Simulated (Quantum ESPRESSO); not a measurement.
# Cs (P-1) in Quantum ESPRESSO: density of states with RPBE

Aim: the density of states of Cs with RPBE.

Everything below comes from runs of Quantum ESPRESSO 7.5. Logs are shortened: lines on timing, memory, paths and dates and some standing lists are left out, and cuts for length are marked.

**1. The cell of the first run**

The typed cell holds 1 atom: a = 5.388 Å, b = 5.482 Å, c = 5.500 Å, α = 110.72°, β = 110.08°, γ = 109.22°.

**2. Density of states, RPBE, collinear spin, ferromagnetic start (cell strained at random at fixed volume)**

The input, pw.in:

```
&CONTROL
  calculation = 'scf'
  prefix = 'pwscf'
  outdir = './tmp'
  pseudo_dir = './pseudo'
  tprnfor = .true.
  tstress = .true.
  disk_io = 'low'
/
&SYSTEM
  ibrav = 0
  nat = 1
  ntyp = 1
  ecutwfc = 50
  nbnd = 13
  input_dft = 'rpbe'
  occupations = 'smearing'
  smearing = 'mp'
  degauss = 0.00367493
  nspin = 2
  starting_magnetization(1) = 0.0556
/
&ELECTRONS
  conv_thr = 2d-10
  electron_maxstep = 120
  mixing_beta = 0.3
/
ATOMIC_SPECIES
Cs   132.9055 Cs_ONCV_PBE-1.2.upf
CELL_PARAMETERS angstrom
  -3.1545390000    3.0706060000    3.1062910000
   3.1132880000   -3.1933750000    3.1878090000
   3.1284540000    3.1672900000   -3.2290610000
ATOMIC_POSITIONS crystal
Cs     0.0033180000    0.0054880000    0.0092680000
K_POINTS automatic
5 5 5 0 0 0
```

The input, nscf.in:

```
&CONTROL
  calculation = 'nscf'
  prefix = 'pwscf'
  outdir = './tmp'
  pseudo_dir = './pseudo'
  disk_io = 'low'
/
&SYSTEM
  ibrav = 0
  nat = 1
  ntyp = 1
  ecutwfc = 50
  nbnd = 13
  input_dft = 'rpbe'
  occupations = 'tetrahedra_opt'
  nspin = 2
  starting_magnetization(1) = 0.0556
/
&ELECTRONS
  conv_thr = 1d-08
  electron_maxstep = 120
  mixing_beta = 0.3
/
ATOMIC_SPECIES
Cs   132.9055 Cs_ONCV_PBE-1.2.upf
CELL_PARAMETERS angstrom
  -3.1545390000    3.0706060000    3.1062910000
   3.1132880000   -3.1933750000    3.1878090000
   3.1284540000    3.1672900000   -3.2290610000
ATOMIC_POSITIONS crystal
Cs     0.0033180000    0.0054880000    0.0092680000
K_POINTS automatic
8 8 8 0 0 0
```

The input, dos.in:

```
&DOS
  prefix = 'pwscf'
  outdir = './tmp'
  fildos = 'dos.dat'
  Emin = -13
  Emax = 12
  DeltaE = 0.05
/
```

Potentials or basis: SG15 PBE 1.2.

On the command line:

```bash
$ OMP_NUM_THREADS=1 pw.x -in pw.in > pw.out
$ OMP_NUM_THREADS=1 pw.x -in nscf.in > nscf.out
$ OMP_NUM_THREADS=1 dos.x -in dos.in > dos.out
```

pw.out:

```text
This program is part of the open-source Quantum ESPRESSO suite
     for quantum simulation of materials; please cite
         "P. Giannozzi et al., J. Phys.:Condens. Matter 21 395502 (2009);
         "P. Giannozzi et al., J. Phys.:Condens. Matter 29 465901 (2017);
         "P. Giannozzi et al., J. Chem. Phys. 152 154105 (2020);
     in publications or presentations arising from this work. More details at

     IMPORTANT: XC functional enforced from input :
     Exchange-correlation= RPBE
                           (   1   4  44   4   0   0   0)
     Any further DFT definition will be discarded
     Please, verify this is what you really want

     G-vector sticks info
     --------------------
     sticks:   dense  smooth     PW     G-vecs:    dense   smooth      PW
     Sum        1581    1581    479                39497    39497    6689

     Using Slab Decomposition

     bravais-lattice index     =            0
     lattice parameter (alat)  =      10.1815  a.u.
     unit-cell volume          =     826.5146 (a.u.)^3
     number of atoms/cell      =            1
     number of atomic types    =            1
     number of electrons       =         9.00
     number of Kohn-Sham states=           13
     kinetic-energy cutoff     =      50.0000  Ry
     charge density cutoff     =     200.0000  Ry
     scf convergence threshold =      2.0E-10
     mixing beta               =       0.3000
     number of iterations used =            8  plain     mixing
     Exchange-correlation= RPBE
                           (   1   4  44   4   0   0   0)

     celldm(1)=  10.181535  celldm(2)=   0.000000  celldm(3)=   0.000000
     celldm(4)=   0.000000  celldm(5)=   0.000000  celldm(6)=   0.000000

     crystal axes: (cart. coord. in units of alat)
               a(1) = (  -0.585493   0.569914   0.576538 )
               a(2) = (   0.577836  -0.592701   0.591668 )
               a(3) = (   0.580651   0.587859  -0.599324 )

     reciprocal axes: (cart. coord. in units 2 pi/alat)
               b(1) = (  0.009453  0.880953  0.873259 )
               b(2) = (  0.868978  0.020601  0.862111 )
               b(3) = (  0.866970  0.867797  0.022609 )

     PseudoPot. # 1 for Cs read from file:
     Cs_ONCV_PBE-1.2.upf
     Pseudo is Norm-conserving, Zval =  9.0
     Generated using ONCVPSP code by D. R. Hamann
     Using radial grid of  602 points,  6 beta functions with:
                l(1) =   0
                l(2) =   0
                l(3) =   1
                l(4) =   1
                l(5) =   2
                l(6) =   2

     atomic species   valence    mass     pseudopotential
     Cs                9.00   132.90550     Cs( 1.00)

     Starting magnetic structure
     atomic species   magnetization
     Cs              0.056

     No symmetry found

   Cartesian axes

     site n.     atom                  positions (alat units)
         1        Cs     tau(   1) = (   0.0066100   0.0040865  -0.0003945  )

     number of k points=    63  Methfessel-Paxton smearing, width (Ry)=  0.0037
                       cart. coord. in units 2pi/alat
        k(    1) = (   0.0000000   0.0000000   0.0000000), wk =   0.0080000
        k(    2) = (   0.1733941   0.1735594   0.0045218), wk =   0.0160000
        k(    3) = (   0.3467882   0.3471188   0.0090435), wk =   0.0160000
        k(    4) = (   0.1737956   0.0041203   0.1724222), wk =   0.0160000
        k(    5) = (   0.3471897   0.1776796   0.1769439), wk =   0.0160000
        k(    6) = (   0.5205838   0.3512390   0.1814657), wk =   0.0160000
[... 55 lines left out ...]
        k(   62) = (  -0.5168026   0.0011422   0.1678380), wk =   0.0160000
        k(   63) = (  -0.3434085   0.1747015   0.1723597), wk =   0.0160000

     Dense  grid:    39497 G-vectors     FFT dimensions: (  45,  48,  48)

     Generating pointlists ...
     new r_m :   0.4065 (alat units)  4.1391 (a.u.) for type    1

     Initial potential from superposition of free atoms

     starting charge       8.6098, renormalised to       9.0000

     negative rho (up, down):  2.347E-04 2.100E-04
     Starting wfcs are random

     Self-consistent Calculation

     iteration #  1     ecut=    50.00 Ry     beta= 0.30
     Davidson diagonalization with overlap
     ethr =  1.00E-02,  avg # of iterations =  9.4

     Threshold (ethr) on eigenvalues was too large:
     Diagonalizing with lowered threshold

     Davidson diagonalization with overlap
     ethr =  8.24E-04,  avg # of iterations =  1.5

     total energy              =     -40.44061768 Ry
     estimated scf accuracy    <       0.06494878 Ry

     total magnetization       =     0.12 Bohr mag/cell
     absolute magnetization    =     0.12 Bohr mag/cell

     iteration #  2     ecut=    50.00 Ry     beta= 0.30
     Davidson diagonalization with overlap
     ethr =  7.22E-04,  avg # of iterations =  1.0

     total energy              =     -40.43683892 Ry
     estimated scf accuracy    <       0.01930883 Ry

     total magnetization       =     0.13 Bohr mag/cell
     absolute magnetization    =     0.13 Bohr mag/cell

     iteration #  3     ecut=    50.00 Ry     beta= 0.30
     Davidson diagonalization with overlap
     ethr =  2.15E-04,  avg # of iterations =  3.5

     total energy              =     -40.44160268 Ry
     estimated scf accuracy    <       0.00085247 Ry

     total magnetization       =     0.12 Bohr mag/cell
     absolute magnetization    =     0.12 Bohr mag/cell

     iteration #  4     ecut=    50.00 Ry     beta= 0.30
     Davidson diagonalization with overlap
     ethr =  9.47E-06,  avg # of iterations =  6.7

     total energy              =     -40.44172138 Ry
     estimated scf accuracy    <       0.00002812 Ry

     total magnetization       =     0.12 Bohr mag/cell
     absolute magnetization    =     0.12 Bohr mag/cell

     iteration #  5     ecut=    50.00 Ry     beta= 0.30
     Davidson diagonalization with overlap
     ethr =  3.12E-07,  avg # of iterations =  2.9

     total energy              =     -40.44172870 Ry
     estimated scf accuracy    <       0.00000221 Ry

     total magnetization       =     0.12 Bohr mag/cell
     absolute magnetization    =     0.12 Bohr mag/cell

     iteration #  6     ecut=    50.00 Ry     beta= 0.30
     Davidson diagonalization with overlap
     ethr =  2.46E-08,  avg # of iterations =  2.7

     total energy              =     -40.44172973 Ry
     estimated scf accuracy    <       0.00000134 Ry

     total magnetization       =     0.12 Bohr mag/cell
     absolute magnetization    =     0.12 Bohr mag/cell

     iteration #  7     ecut=    50.00 Ry     beta= 0.30
     Davidson diagonalization with overlap
     ethr =  1.49E-08,  avg # of iterations =  1.3

     total energy              =     -40.44172991 Ry
     estimated scf accuracy    <          4.8E-09 Ry

     total magnetization       =     0.12 Bohr mag/cell
     absolute magnetization    =     0.12 Bohr mag/cell

     iteration #  8     ecut=    50.00 Ry     beta= 0.30
     Davidson diagonalization with overlap
     ethr =  5.29E-11,  avg # of iterations =  3.9

     total energy              =     -40.44172992 Ry
     estimated scf accuracy    <       0.00000002 Ry

     total magnetization       =     0.12 Bohr mag/cell
     absolute magnetization    =     0.12 Bohr mag/cell

     iteration #  9     ecut=    50.00 Ry     beta= 0.30
     Davidson diagonalization with overlap
     ethr =  5.29E-11,  avg # of iterations =  2.3

     Magnetic moment per site  (integrated on atomic sphere of radius R)
     atom   1 (R=0.407)  charge=  8.3470  magn=  0.0430

     End of self-consistent calculation

     Number of k-points >= 100: set verbosity='high' to print the bands.

     the Fermi energy is     2.1410 ev

!    total energy              =     -40.44172992 Ry
     estimated scf accuracy    <          1.3E-10 Ry
     smearing contrib. (-TS)   =      -0.00005603 Ry
     internal energy E=F+TS    =     -40.44167389 Ry

     The total energy is F=E-TS. E is the sum of the following terms:
     one-electron contribution =     -19.56916852 Ry
     hartree contribution      =      10.40173533 Ry
     xc contribution           =      -6.34820259 Ry
     ewald contribution        =     -24.92603812 Ry

     total magnetization       =     0.12 Bohr mag/cell
     absolute magnetization    =     0.12 Bohr mag/cell

     convergence has been achieved in   9 iterations

     Forces acting on atoms (cartesian axes, Ry/au):

     atom    1 type  1   force =     0.00000000    0.00000000    0.00000000

     Total force =     0.000000     Total SCF correction =     0.000005

     Computing stress (Cartesian axis) and pressure

          total   stress  (Ry/bohr**3)                   (kbar)     P=        1.15
   0.00000772   0.00000094   0.00000153            1.14        0.14        0.22
   0.00000094   0.00000677   0.00000448            0.14        1.00        0.66
   0.00000153   0.00000448   0.00000900            0.22        0.66        1.32

=------------------------------------------------------------------------------=
   JOB DONE.
=------------------------------------------------------------------------------=
```

nscf.out:

```text
This program is part of the open-source Quantum ESPRESSO suite
     for quantum simulation of materials; please cite
         "P. Giannozzi et al., J. Phys.:Condens. Matter 21 395502 (2009);
         "P. Giannozzi et al., J. Phys.:Condens. Matter 29 465901 (2017);
         "P. Giannozzi et al., J. Chem. Phys. 152 154105 (2020);
     in publications or presentations arising from this work. More details at

[... 88 lines left out ...]

     Number of k-points >= 100: set verbosity='high' to print the bands.

     the Fermi energy is     2.1337 ev
     (compare with:     2.1410 eV, computed in scf)

=------------------------------------------------------------------------------=
   JOB DONE.
=------------------------------------------------------------------------------=
```

dos.out:

```text
This program is part of the open-source Quantum ESPRESSO suite
     for quantum simulation of materials; please cite
         "P. Giannozzi et al., J. Phys.:Condens. Matter 21 395502 (2009);
         "P. Giannozzi et al., J. Phys.:Condens. Matter 29 465901 (2017);
         "P. Giannozzi et al., J. Chem. Phys. 152 154105 (2020);
     in publications or presentations arising from this work. More details at

     IMPORTANT: XC functional enforced from input :
     Exchange-correlation= RPBE
                           (   1   4  44   4   0   0   0)
     Any further DFT definition will be discarded
     Please, verify this is what you really want

     G-vector sticks info
     --------------------
     sticks:   dense  smooth     PW     G-vecs:    dense   smooth      PW
     Sum        1581    1581    505                39497    39497    7147

     Using Slab Decomposition

     Optimized tetrahedron method used

     [opt_tetra]  Optimized tetrahedron method is used.

=------------------------------------------------------------------------------=
   JOB DONE.
=------------------------------------------------------------------------------=
```

Wall time 9.3 min (1 thread of Arm Neoverse V2, shared host); peak memory 0.55 GiB.

What came out:

* Free energy: -550.2378 eV
* Pressure: 0.1 GPa
* Band gap on the k mesh: none (metal or under the smearing width)
* Net moment: 0.12 μB per cell
* Absolute moment: 0.12 μB per cell
* Site moments: Cs +0.04 μB
* Valence electrons inside the program's atomic spheres: Cs 8.35

Stress tensor (GPa, compression positive):
```
0.11 0.01 0.02
0.01 0.10 0.07
0.02 0.07 0.13
```

States per cell in windows of 0.5 eV (zero at the Fermi level; states under -8 eV left out):
```tsv
from (eV)	up	down
-8.0	0.00	0.00
-7.5	0.00	0.00
-7.0	0.00	0.00
-6.5	0.00	0.00
-6.0	0.00	0.00
-5.5	0.00	0.00
-5.0	0.00	0.00
-4.5	0.00	0.00
-4.0	0.00	0.00
-3.5	0.00	0.00
-3.0	0.00	0.00
-2.5	0.00	0.00
-2.0	0.01	0.00
-1.5	0.09	0.08
-1.0	0.16	0.15
-0.5	0.26	0.23
0.0	0.36	0.36
0.5	0.64	0.55
1.0	0.57	0.65
1.5	0.66	0.71
2.0	0.42	0.43
2.5	0.68	0.62
3.0	0.99	1.04
3.5	0.88	0.93
4.0	0.36	0.38
4.5	1.03	0.95
5.0	0.84	0.76
5.5	0.72	0.81
6.0	0.28	0.33
6.5	0.02	0.05
7.0	0.00	0.00
7.5	0.00	0.00
```

Caveat: the potentials were made for another functional, which shifts forces and pressure. The run has no spin-orbit coupling, so splittings on Cs are missing.
